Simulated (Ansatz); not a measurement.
# TaN (P-6m2): one cell under locks on the spin (series 3), part 2 of 2

What does it cost to force the spins of TaN (P-6m2) into other sizes and orders? Cell and atoms stay fixed.

Ansatz 0.2.0; DFT LDA+U (U_eff = 7 eV on Ta d), plane waves, PAW, no spin–orbit coupling unless a run says so. Earlier steps stand in the parts before.

## Step 3: Site moments held (series factor 0.6; the input gives the size)

Contents of input.yaml:

```yaml
crystal:
  lattice:
    - [2.93800111, 0.0, 0.0]
    - [-1.46900055, 2.5443836, 0.0]
    - [0.0, 0.0, 2.88300221]
  atoms:
    - { symbol: Ta, position: [0.3333333333, 0.6666666667, 0.5], spin: 1.2 }
    - { symbol: "N", position: [0.0, 0.0, 0.0] }
basis:
  ecutwfc: 420
  ecutrho_ratio: 4
kpoints:
  mp_grid: { grid: [7, 7, 7] }
hamiltonian:
  xc: lda
  hubbard: { sites: [{ site: 0, l: d, u_eff: 7.0 }] }
scf:
  occupations: { method: gaussian, width: 0.05 }
  lower_state_search: "off"
  max_iter: 150
output:
  forces: true
  stress: true
  eigenvalues: true
  populations: true
  hubbard: { sites: [{ site: 0, l: d }] }
magnetization:
  spin_polarized: true
  spin_locking: { lock_spins: true }
```

The lock stays on to the end, so the result is a constrained state.

Run with:

```bash
ansatz run input.yaml --threads 2 --pin off --max-ram 3072MiB --backend cpu --events-out ev --progress --plain --runs-dir out
```

What it wrote:

```text
Warning: output.stress: scf.convergence.dr2_threshold = 1e-7 eV (the SCF's general default) is looser than the 2e-10 eV advised for a printed stress (1e-10 eV for each atom of the cell: 2). What an SCF threshold leaves in a stress goes as its square root, and in the free energy as the threshold itself, and one threshold admits the most on a small cell: of the crystals measured, under no hybrid functional and no lock of the moments, on runs that ended without the residual-converged pass, on stresses that held no estimate of that error, the worst erred by over 100 MPa in a component at 1e-7 eV an atom and by under 5 at 1e-10. Set scf.convergence.dr2_threshold to 2e-10 eV or tighter. The threshold is an SCF's pass mark: one that does not reach it within its budget of iterations ends unconverged, or closes short of it on a stop that the run arms, and scf.convergence.dr2_threshold's page says what that costs each kind of run
Warning: output.stress: the lock of the moments that magnetization.spin_locking holds to the close lets an SCF meet its threshold on dr2 anywhere within the lock's freeze window, and the stress can move with the moments there: no threshold on dr2 bounds that. The window is the square root of the freeze energy over magnetization.spin_locking.lambda. Set magnetization.spin_locking.freeze_energy_tol to 1e-7 of magnetization.spin_locking.lambda or tighter (1e-7 eV at magnetization.spin_locking.lambda's default), and hold the SCF's own gates tight with it: the threshold on dr2 and, on a non-collinear run, whose gate on the magnetisation can be let go, scf.convergence.magnetization_residual_energy_tol, under 2e-7 eV over the cell's volume in cubic angstroms (a run under these bars is not thereby shown to hold its stress)
Warning: RAYON_NUM_THREADS=2 ignored (pool sized by the plan → 2); use --threads N
Ta: projections on atomic orbitals take those of the free atom [Kr 4d10 4f14] 5s2 5p6 5d3 6s2, of charge +0.00 (hamiltonian.pseudopotentials.projection_atoms); the dataset's partial waves leave at most 6.0e-5 of an orbital's norm unspanned inside its sphere
N: projections on atomic orbitals take those of the free atom [He] 2s2 2p3, of charge +0.00 (hamiltonian.pseudopotentials.projection_atoms); the dataset's partial waves leave at most 9.3e-9 of an orbital's norm unspanned inside its sphere
Engine: ansatz 0.2.0, x86_64-unknown-linux-gnu
Pseudopotentials: kind: paw
Pseudopotential: Ta, paw, valence charge 13, recommended cutoff 420 eV (normal), Ta.paw.azcp
Pseudopotential: N, paw, valence charge 5, recommended cutoff 420 eV (normal), N.paw.azcp
Functional definition: SPW92
  exchange = slater_x
  correlation = pw_c
Crystal: 2 atoms, lattice volume = 21.552 Å³
Basis set: ecut = 420 eV, 405 PW (Γ)
Bands: 14, of which v1, the nominal top of the filled ones, is band 9 counted from 1 (8 counted from 0)
Symmetry: 12 space group operations
Space group: P-6m2 (ITA 187), of the structure as read, at distance tolerance 2.8e-5 Å
Magnetic group: BNS 187.209 (UNI 1439), of the structure as read, at distance tolerance 2.8e-5 Å
k-points: 32 of 343 (time reversal used)
Non-local potential: Ta, projectors of the file, l = 0: 3, l = 1: 2, l = 2: 2, l = 3: 1
Non-local potential: N, projectors of the file, l = 0: 2, l = 1: 2, l = 2: 1
PAW form: soft (Blöchl's): semilocal exchange-correlation on the pseudo side does not see the compensation charge
PAW frozen core: Ta, regenerated for the run's functional, and the local potential with it (the file was generated under x = pbe(κ = 0.804, μ = 0.2195149727645171), c = pbe(β = 0.06672455060314922))
PAW frozen core: N, regenerated for the run's functional, and the local potential with it (the file was generated under x = pbe(κ = 0.804, μ = 0.2195149727645171), c = pbe(β = 0.06672455060314922))
PAW one-centre angular grid: Ta, 590 points (default); XC on 64 Gauss nodes
PAW one-centre angular grid: N, 110 points (default); XC on 64 Gauss nodes
Initial density: superposition of atomic densities (chi_scale 0.1, normalization cell, long waves kept (reshape's long-wave potential 0.00 eV rms))
Starting moments: Σ|m| = 1.2 μB on 1 of 2 sites
Initial wavefunctions: pseudopotential atomic-orbital guess
Functional: x = slater, c = lda
SCF iter   1: F=-10050.115429 eV  HF=-10050.175909 eV  |F-HF|=6.05e-2  |Δ(HF+E_count)|=         —  Δρ=5.41e-2 (↑4.67e-2 ↓5.41e-2)  dr2=7.86e-1  dr2_m=3.09e-1  M=0.357 μB ∫|m|=0.733 μB  β_m=0.30  ethr=3.10e-3  ⟨swp⟩=6.0  Hψ=4460  notcnv=0
preconditioner: auto → none  [insulator: Δε(μ)=0.070 eV  Ē_g=12.406 eV  σ=0.050 eV  W_gap=0.56  n_scr=8 (ndim 8)  ℏωp=25.3 eV  f_vac=0.000  D(μ)=0.85/eV (n_scr^D=8)  ε∞_Penn≈5.2]
SCF iter   2: F=-10050.592517 eV  HF=-10050.290616 eV  |F-HF|=3.02e-1  |Δ(HF+E_count)|=   1.15e-1  Δρ=3.38e-2 (↑3.26e-2 ↓3.38e-2)  dr2=1.20e-1  dr2_m=1.54e-1  M=0.320 μB ∫|m|=0.769 μB  β_m=0.42  ethr=3.10e-3  ⟨swp⟩=2.0  Hψ=1667  notcnv=0  defer=55
SCF iter   3: F=-10050.743321 eV  HF=-10050.646815 eV  |F-HF|=9.65e-2  |Δ(HF+E_count)|=   3.56e-1  Δρ=1.83e-2 (↑1.54e-2 ↓1.83e-2)  dr2=3.40e-2  dr2_m=4.12e-2  M=0.305 μB ∫|m|=0.780 μB  β_m=0.57  ethr=6.68e-4  ⟨swp⟩=2.3  Hψ=1487  notcnv=0  defer=56
SCF iter   4: F=-10051.010991 eV  HF=-10051.006016 eV  |F-HF|=4.97e-3  |Δ(HF+E_count)|=   3.59e-1  Δρ=3.60e-3 (↑3.60e-3 ↓3.23e-3)  dr2=2.31e-3  dr2_m=1.51e-3  M=0.337 μB ∫|m|=0.848 μB  β_m=0.79  ethr=1.89e-4  ⟨swp⟩=2.4  Hψ=1490  notcnv=0  defer=56
SCF iter   5: F=-10050.938956 eV  HF=-10050.937977 eV  |F-HF|=9.79e-4  |Δ(HF+E_count)|=   6.80e-2  Δρ=1.11e-3 (↑1.00e-3 ↓1.11e-3)  dr2=1.03e-4  dr2_m=1.80e-4  M=0.349 μB ∫|m|=0.861 μB  β_m=0.89  ethr=1.29e-5  ⟨swp⟩=1.9  Hψ=1707  notcnv=0  defer=54
SCF iter   6: F=-10050.945269 eV  HF=-10050.945203 eV  |F-HF|=6.54e-5  |Δ(HF+E_count)|=   7.23e-3  Δρ=4.78e-4 (↑4.37e-4 ↓4.78e-4)  dr2=7.78e-5  dr2_m=2.20e-5  M=0.350 μB ∫|m|=0.866 μB  β_m=0.94  ethr=5.74e-7  ⟨swp⟩=2.3  Hψ=1442  notcnv=0  defer=55
SCF iter   7: F=-10050.947982 eV  HF=-10050.947974 eV  |F-HF|=8.29e-6  |Δ(HF+E_count)|=   2.77e-3  Δρ=1.79e-4 (↑1.79e-4 ↓1.59e-4)  dr2=1.07e-5  dr2_m=3.31e-6  M=0.350 μB ∫|m|=0.866 μB  β_m=0.97  ethr=4.32e-7  ⟨swp⟩=2.5  Hψ=1416  notcnv=0  defer=54
SCF iter   8: F=-10050.949289 eV  HF=-10050.949291 eV  |F-HF|=2.21e-6  |Δ(HF+E_count)|=   1.32e-3  Δρ=9.80e-5 (↑9.80e-5 ↓7.60e-5)  dr2=5.22e-6  dr2_m=6.23e-7  M=0.350 μB ∫|m|=0.866 μB  β_m=0.97  ethr=5.94e-8  ⟨swp⟩=2.0  Hψ=1419  notcnv=0  defer=54
SCF iter   9: F=-10050.948841 eV  HF=-10050.948841 eV  |F-HF|=1.01e-7  |Δ(HF+E_count)|=   4.50e-4  Δρ=2.43e-5 (↑2.43e-5 ↓2.21e-5)  dr2=1.82e-7  dr2_m=5.22e-8  M=0.350 μB ∫|m|=0.866 μB  β_m=0.99  ethr=2.90e-8  ⟨swp⟩=2.2  Hψ=1319  notcnv=0  defer=54
SCF iter  10: F=-10050.948601 eV  HF=-10050.948601 eV  |F-HF|=2.30e-8  |Δ(HF+E_count)|=   2.40e-4  Δρ=1.03e-5 (↑1.03e-5 ↓2.46e-6)  dr2=3.65e-8  dr2_m=3.97e-9  M=0.350 μB ∫|m|=0.866 μB  β_m=0.99  ethr=5.56e-10  ⟨swp⟩=8.0  Hψ=3801  notcnv=0
[... 1 line left out ...]
Constraint outer step 1 at iter 11: max|Δm| = 8.08e-1 μB  λ_eff = 1.000 eV/μB²  [c0 t0: gradient δμ = -1.615e0 eV/μB]
[... 4 lines left out ...]
Constraint outer step 2 at iter 14: max|Δm| = 4.21e-1 μB  λ_eff = 1.000 eV/μB²  [c0 t0: secant δμ = -1.755e0 eV/μB]
[... 9 lines left out ...]
Constraint outer step 3 at iter 22: max|Δm| = 1.29e-1 μB  λ_eff = 1.000 eV/μB²  [c0 t0: secant δμ = +4.115e-1 eV/μB]
[... 6 lines left out ...]
Constraint outer step 4 at iter 27: max|Δm| = 1.08e-1 μB  λ_eff = 2.000 eV/μB²  (escalated)  [c0 t0: gradient δμ = +2.168e-1 eV/μB]
[... 1 line left out ...]
WARN: magnetisation constraint 0 stalled: max|Δm| = 1.08e-1 μB after 1.29e-1 (insufficient decrease); penalty doubled to λ_eff = 2.000 eV/μB² (escalation 1) — a constraint that keeps stalling ends the run as non-convergence; consider a larger constraint lambda
[... 3 lines left out ...]
Constraint outer step 5 at iter 30: max|Δm| = 7.59e-2 μB  λ_eff = 2.000 eV/μB²  [c0 t0: gradient δμ = +3.035e-1 eV/μB]
[... 6 lines left out ...]
Constraint outer step 6 at iter 35: max|Δm| = 3.66e-2 μB  λ_eff = 2.000 eV/μB²  [c0 t0: secant δμ = +2.829e-1 eV/μB]
[... 5 lines left out ...]
SCF iter  40: F=-10049.398856 eV  HF=-10049.398870 eV  |F-HF|=1.43e-5  |Δ(HF+E_count)|=   8.77e-3  Δρ=2.73e-4 (↑2.73e-4 ↓8.31e-5)  dr2=2.52e-5  dr2_m=3.09e-6  M=1.853 μB ∫|m|=2.547 μB  β_m=0.75  ethr=2.25e-6  ⟨swp⟩=2.2  Hψ=1159  notcnv=0  defer=53
SCF iter  41: F=-10049.400889 eV  HF=-10049.400889 eV  |F-HF|=1.72e-7  |Δ(HF+E_count)|=   2.02e-3  Δρ=4.98e-5 (↑4.98e-5 ↓7.72e-6)  dr2=6.11e-7  dr2_m=1.30e-7  M=1.853 μB ∫|m|=2.546 μB  ethr=1.40e-7  ⟨swp⟩=2.4  Hψ=1201  notcnv=0  defer=53
Constraint outer step 7 at iter 41: max|Δm| = 9.95e-3 μB  λ_eff = 2.000 eV/μB²  [c0 t0: secant δμ = -6.049e-2 eV/μB]
Mixer restart at iter 41: flushing history
SCF iter  42: F=-10049.401077 eV  HF=-10049.401092 eV  |F-HF|=1.45e-5  |Δ(HF+E_count)|=         —  Δρ=7.90e-4 (↑7.90e-4 ↓2.97e-4)  dr2=7.73e-5  dr2_m=5.60e-5  M=1.855 μB ∫|m|=2.558 μB  β_m=0.75  ethr=3.40e-9  ⟨swp⟩=4.0  Hψ=2179  notcnv=0  defer=53
SCF iter  43: F=-10049.389134 eV  HF=-10049.389295 eV  |F-HF|=1.61e-4  |Δ(HF+E_count)|=   1.18e-2  Δρ=4.46e-4 (↑4.46e-4 ↓4.13e-4)  dr2=1.83e-4  dr2_m=1.61e-6  M=1.855 μB ∫|m|=2.555 μB  β_m=0.60  ethr=4.29e-7  ⟨swp⟩=2.0  Hψ=1301  notcnv=0  defer=53
SCF iter  44: F=-10049.390581 eV  HF=-10049.390588 eV  |F-HF|=6.91e-6  |Δ(HF+E_count)|=   1.29e-3  Δρ=2.01e-4 (↑2.01e-4 ↓3.33e-5)  dr2=1.06e-5  dr2_m=1.68e-6  M=1.855 μB ∫|m|=2.557 μB  β_m=0.55  ethr=4.29e-7  ⟨swp⟩=2.0  Hψ=1193  notcnv=0  defer=53
SCF iter  45: F=-10049.390014 eV  HF=-10049.390014 eV  |F-HF|=1.76e-7  |Δ(HF+E_count)|=   5.74e-4  Δρ=8.96e-5 (↑8.96e-5 ↓2.12e-5)  dr2=1.19e-6  dr2_m=5.93e-7  M=1.855 μB ∫|m|=2.557 μB  β_m=0.72  ethr=5.91e-8  ⟨swp⟩=1.6  Hψ=958  notcnv=0  defer=53
SCF iter  46: F=-10049.389462 eV  HF=-10049.389462 eV  |F-HF|=9.97e-8  |Δ(HF+E_count)|=   5.52e-4  Δρ=2.99e-5 (↑2.99e-5 ↓6.24e-6)  dr2=1.23e-7  dr2_m=6.27e-8  M=1.855 μB ∫|m|=2.558 μB  β_m=0.86  ethr=6.58e-9  ⟨swp⟩=2.1  Hψ=1138  notcnv=0  defer=53
SCF iter  47: F=-10049.389182 eV  HF=-10049.389182 eV  |F-HF|=6.25e-8  |Δ(HF+E_count)|=   2.81e-4  Δρ=1.22e-5 (↑1.22e-5 ↓5.71e-6)  dr2=1.68e-8  dr2_m=1.31e-8  M=1.855 μB ∫|m|=2.558 μB  β_m=0.93  ethr=5.56e-10  ⟨swp⟩=7.4  Hψ=3790  notcnv=0
SCF iter  48: F=-10049.389134 eV  HF=-10049.389134 eV  |F-HF|=1.24e-9  |Δ(HF+E_count)|=   4.76e-5  Δρ=5.51e-6 (↑5.51e-6 ↓2.64e-6)  dr2=7.07e-9  dr2_m=8.02e-10  M=1.855 μB ∫|m|=2.558 μB  ethr=9.32e-11  ⟨swp⟩=2.4  Hψ=3701  notcnv=0
SCF 1 converged in 48 iterations: F = -10049.389134 eV  dr2 = 7.07e-9
this state was not tested for a lower state beside it, because a magnetisation constraint still acts at the end of the SCF (magnetization_constraint; see scf.lower_state_search)
SCF converged after 48 iterations
Magnetization: 1.8548 μB (9.9274 up, 8.0726 down)
Absolute magnetization: 2.5578 μB (∫|ρ↑−ρ↓|, with the PAW one-centre terms)
Spin contamination: 0.1497 ħ² per cell (⟨S²⟩ above its minimum at these occupations)
Per-site moments (μB) at R_I (Å): [(1.1953599464150781, 0.9182373180157438), (-0.3330826308031379, 0.9182373180157438)]
--- Magnetisation constraints (ε_frz = 1.0e-4 eV) ---
  site  kind      target   achieved (μB)  |Δ|max (μB)  g (eV/μB)  λ_eff  esc  ok   flags
  0     per_site  +1.2000  +1.1954        4.64e-3      -2.23e0    2.000  1    yes
Free energy (F): -10049.389134 eV
Harris-Foulkes:  -10049.389134 eV  (|F-HF|=1.24e-9)
Internal energy: -10049.387716 eV  (E = F + TS)
E sigma→0 (E₀):  -10049.388425 eV
Entropy (-TS):   -0.001418 eV (-0.709 meV/atom)
Fermi energy:    20.929172 eV
--- Per-component energies (eV) ---
  E_band       = -49.980640
  E_kinetic    = 509.906960
  E_local      = -623.137935  (includes V_loc(G=0)·N_el)
  E_nonlocal   = 68.346610
  E_hartree    = 211.189973
  E_xc         = -279.485567
  E_vxc        = -284.214574  (∫ρ·V_xc dr)
  E_hubbard    = 5.844546  (on-site DFT+U / exact-exchange correction)
  E_vhub       = -1.222624  (the Hubbard potential's part of the band-sum identity)
  E_paw        = -8268.369134  (= ΣΔE_a)
  E_vpaw       = -139.366598  (= ΣTr[D̂ρ^β])
  E_aug_tail   = 0.000195  (compensation charges beyond the density's cutoff)
  E_constr_dc  = -2.671118  (∫m·b dr)
  E_ewald      = -1674.022290
  E_core_change = 0.338947  (= ΣΔE_core)
  E_smearing   = -0.001418  (= −TS)
  E_closure    = -0.000022  (closes the sum)
  E_penalty    = 0.010348  (constraint; not in F)
  Σ components = -10049.389134   (vs F -10049.389134, Δ=0.00e0)
--- Forces (eV/Å), atoms counted from 1 ---
  atom   1  Ta     0.00000000     0.00000000     0.00000000
  atom   2  N      0.00000000     0.00000000     0.00000000
  max |Σ_I F_I| component: 1.67e-16 eV/Å
--- Stress (GPa, compression-positive) ---
       30.903206      -0.000000       0.000000
       -0.000000      30.903206       0.000000
        0.000000       0.000000      25.168258
  P = ⅓ Tr σ = 28.9916 GPa (289.916 kbar)
--- Band table (eV; the first three rows and the last of 64) ---
  k-point 0 ↑: bands = ["-50.4104", "-16.8933", "-16.5263", "-16.5263", "2.6174", "13.6563", "13.6563", "13.8956", "17.5495", "21.6960", "22.0700", "22.0700", "22.8712", "22.8712"]
  k-point 1 ↑: bands = ["-50.4020", "-17.0624", "-16.5123", "-16.5123", "3.0419", "13.4582", "13.9004", "13.9004", "17.6464", "20.4085", "20.4085", "22.4275", "23.7488", "23.7488"]
  k-point 2 ↑: bands = ["-50.3859", "-17.4239", "-16.4809", "-16.4809", "4.1188", "11.9105", "14.5916", "14.5916", "18.4935", "18.4935", "19.0538", "23.5546", "23.5546", "23.9286"]
  k-point 31 ↓: bands = ["-45.1284", "-12.7569", "-12.0941", "-11.7880", "5.4379", "13.4995", "14.8226", "16.2746", "23.3734", "27.5812", "28.8399", "29.5233", "30.8457", "31.0043"]
Occupation matrices written to <dir>
--- Löwdin populations: 2 sites ---
  site symbol       q [e]    m [muB]
     0     Ta     12.1315     2.2558
     1      N      5.7821    -0.4371
  spilling = 0.004798 (of n_electrons = 18.000000)
--- Occupation matrices: 1 shell (run DFT+U table (all-electron-ortho-atomic); ε = 4.79e-3) ---
  Ta0 d_5D: site group D3h (-6m2)
  Ta0 d_5D up     Tr n = 2.9387  λ = 0.390 0.390 0.550 0.804 0.804  [2× xz 0.50 E''(1.00) | z2 1.00 A1'(1.00) | 2× x2-y2 0.50 E'(1.00)]
  Ta0 d_5D dn     Tr n = 0.7504  λ = 0.112 0.112 0.146 0.191 0.191  [2× x2-y2 0.50 E'(1.00) | z2 1.00 A1'(1.00) | 2× xz 0.50 E''(1.00)]
  Tr n, λ and their labels are of the run-group-symmetrised matrices; stabiliser: 12 of 24 elements of G0×{1,Θ} (closed), max defect 2.2e-15 at τ = 1.0e-3
```

It took 6.9 s on 2 threads of Intel Xeon Platinum 8488C (Sapphire Rapids), shared host; peak memory 0.35 GiB.

End state: no gap, pressure 29.0 GPa, moments in spheres Ta 1.20; N -0.33 μB, largest force component 0.00 eV/Å, 12 symmetry operations imposed. The constraint stalled on the way, as the log tells.

The shells' filling, with natural orbitals sorted by occupation:

```
         shell  channel  electrons  over 0.8  0.2 to 0.8  under 0.2
Ta 5d (atom 1)       up       2.94         2           3          0
Ta 5d (atom 1)     down       0.75         0           0          5
```

## Step 4: Total moment held at first, then free, 1.00 μB per cell

Changes to input.yaml since step 3:

```diff
@@ -6,3 +6,3 @@
   atoms:
-    - { symbol: Ta, position: [0.3333333333, 0.6666666667, 0.5], spin: 1.2 }
+    - { symbol: Ta, position: [0.3333333333, 0.6666666667, 0.5], spin: 1.0 }
     - { symbol: "N", position: [0.0, 0.0, 0.0] }
@@ -28,2 +28,3 @@
   spin_polarized: true
-  spin_locking: { lock_spins: true }
+  initial_magnetization: 1.0
+  spin_locking: { lock_magnetization: soft, n_iters: 6 }
```

The lock is temporary (n_iters 6) and is released on the way.

Run with:

```bash
ansatz run input.yaml --threads 2 --pin off --max-ram 3072MiB --backend cpu --events-out ev --progress --plain --runs-dir out
```

What it wrote (excerpt; [...] marks lines left out):

```text
Warning: output.stress: scf.convergence.dr2_threshold = 1e-7 eV (the SCF's general default) is looser than the 2e-10 eV advised for a printed stress (1e-10 eV for each atom of the cell: 2). What an SCF threshold leaves in a stress goes as its square root, and in the free energy as the [...]
Warning: RAYON_NUM_THREADS=2 ignored (pool sized by the plan → 2); use --threads N
Ta: projections on atomic orbitals take those of the free atom [Kr 4d10 4f14] 5s2 5p6 5d3 6s2, of charge +0.00 (hamiltonian.pseudopotentials.projection_atoms); the dataset's partial waves leave at most 6.0e-5 of an orbital's norm unspanned inside its sphere
N: projections on atomic orbitals take those of the free atom [He] 2s2 2p3, of charge +0.00 (hamiltonian.pseudopotentials.projection_atoms); the dataset's partial waves leave at most 9.3e-9 of an orbital's norm unspanned inside its sphere
[...]
[... 4 set-up lines as earlier in the session ...]
[...]
Crystal: 2 atoms, lattice volume = 21.552 Å³
[...]
WARN: the starting moments were not kept: the SCF closed with an absolute magnetisation of 3.6e-5 μB, where they sum to 1 μB in size (1 site). That is at most 0.1 of that sum. Measured as dr2_m measures the in/out step, that magnetisation stands 2.9e-10 eV from none, at or under the [...]
--- Forces (eV/Å), atoms counted from 1 ---
  atom   1  Ta     0.00000000     0.00000000     0.00000000
  atom   2  N     -0.00000000     0.00000000     0.00000000
[...]
--- Stress (GPa, compression-positive) ---
       -2.274691       0.000000       0.000000
        0.000000      -2.274691       0.000000
        0.000000       0.000000      -8.519605
  P = ⅓ Tr σ = -4.3563 GPa (-43.563 kbar)
--- Band table (eV; the first three rows and the last of 64) ---
  k-point 0 ↑: bands = ["-48.8394", "-15.1065", "-14.9126", "-14.9126", "2.5987", "15.4298", "15.7573", "15.7573", "17.3294", "22.2854", "23.8453", "23.8453", "25.3774", "25.3774"]
[...]
Occupation matrices written to <dir>
--- Löwdin populations: 2 sites ---
  site symbol       q [e]    m [muB]
     0     Ta     12.1530     0.0000
     1      N      5.7523    -0.0000
  spilling = 0.005262 (of n_electrons = 18.000000)
--- Occupation matrices: 1 shell (run DFT+U table (all-electron-ortho-atomic); ε = 2.77e-4) ---
  Ta0 d_5D: site group D3h (-6m2)
  Ta0 d_5D up     Tr n = 1.8371  λ = 0.248 0.248 0.409 0.409 0.522  [2× xz 0.50 E''(1.00) | 2× x2-y2 0.50 E'(1.00) | z2 1.00 A1'(1.00)]
  Ta0 d_5D dn     Tr n = 1.8371  λ = 0.248 0.248 0.409 0.409 0.522  [2× xz 0.50 E''(1.00) | 2× x2-y2 0.50 E'(1.00) | z2 1.00 A1'(1.00)]
  Tr n, λ and their labels are of the run-group-symmetrised matrices; stabiliser: 24 of 24 elements of G0×{1,Θ} (closed), max defect 3.4e-5 at τ = 5.9e-5
```

Run time: 4.7 s. Hardware: 2 threads of Intel Xeon Platinum 8488C (Sapphire Rapids), shared host; peak memory 0.35 GiB.

It ends with no gap, pressure -4.4 GPa, no moment over 0.05 μB in any sphere, largest force component 0.00 eV/Å, 12 symmetry operations imposed.

The shells' filling, with natural orbitals sorted by occupation:

```
         shell  channel  electrons  over 0.8  0.2 to 0.8  under 0.2
Ta 5d (atom 1)       up       1.84         0           5          0
Ta 5d (atom 1)     down       1.84         0           5          0
```

## Step 5: Results

What follows sums up all 2 parts.

Energies count from the lowest free state and have the smearing extrapolated to zero; for held moments they are taken at the target, with the constraint's term.

| start | energy (meV/atom) | gap (eV) | pressure (GPa) | largest moment (μB) | SCF cycles | time |
| --- | --- | --- | --- | --- | --- | --- |
| ferromagnetic start, free, natural orbitals of the symmetric run filled by rank (earlier series) | 0.0 | 0.10 | -4.4 | 0.00 | 33 | 12 s |
| total moment held at first, then free, 1.00 μB per cell | 0.1 | metal | -4.4 | 0.00 | 24 | 4.7 s |
| site moments held (series factor 0.6; the input gives the size) [held] | 978.9 | metal | 29.0 | 1.20 | 48 | 6.9 s |
| site moments held (series factor 0.95; the input gives the size) [held] | 2623.4 | metal | 37.4 | 1.90 | 61 | 21 s |

The 2 free runs end within about 1 meV/atom of each other. So large a U on a 4d or 5d shell is far over usual values; moments found here can be its artefacts. The cheapest of the held states, «site moments held (series factor 0.6; the input gives the size)», lies +979 meV/atom from the lowest free state; part of that can come from another filling of the orbitals. The lowest state found need not be the ground state, and the geometry wasn't relaxed for any of them. Spin–orbit coupling is left out.
